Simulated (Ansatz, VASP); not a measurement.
Two plane-wave programs on Co

```
Co
1.0
     2.51902    0.00000    0.00000
    -1.25951    2.18153    0.00000
     0.00000    0.00000    8.24687
Co
4
Direct
  0.66667 0.33333 0.75000
  0.00000 0.00000 0.50000
  0.33333 0.66667 0.25000
  0.00000 0.00000 0.00000
```

Change from the starting cell: volume scaled by 1.06.

Alike in both runs: task single point; functional PBEsol; k mesh 12 × 12 × 4; occupations fermi-dirac, width 0.05 eV; collinear spin, ferromagnetic start.

```csv
,VASP,Ansatz
version,VASP 6.6.1,Ansatz 0.2.0
potentials or method,"VASP PAW PBE potentials, release 64 (Co)",Ansatz PAW
plane-wave cutoff (eV),520,420
valence electrons in the cell,36,68
```

Ansatz gave:

```
gap on the k mesh at the Fermi level (eV)                     : none
pressure (GPa)                                                : -16.5
largest component of the traceless stress (GPa)               : 2.12
net moment per atom (μB)                                      : 1.70
size of the moment on the site where the two differ most (μB) : 1.77
```

**Question.** Which values does VASP return?

**Answer.** gap on the k mesh at the Fermi level (eV): none; pressure (GPa): -17.0; largest component of the traceless stress (GPa): 2.13; net moment per atom (μB): 1.69; size of the moment on the site where the two differ most (μB): 1.71.

Site moments also hang on the region over which each program counts them. A gap of «none» marks a metal or a gap that the smearing closes. The functional is the same, so the differences come from potentials, cutoffs and numerics. The two sets of potentials don't hold the same shells in valence.

Caveats: the PAW data sets were made with another functional, which shifts forces and pressure a little (VASP); the PAW data sets come from PBE, with cores solved anew for the run's functional, which leaves a small shift of forces and pressure (Ansatz).
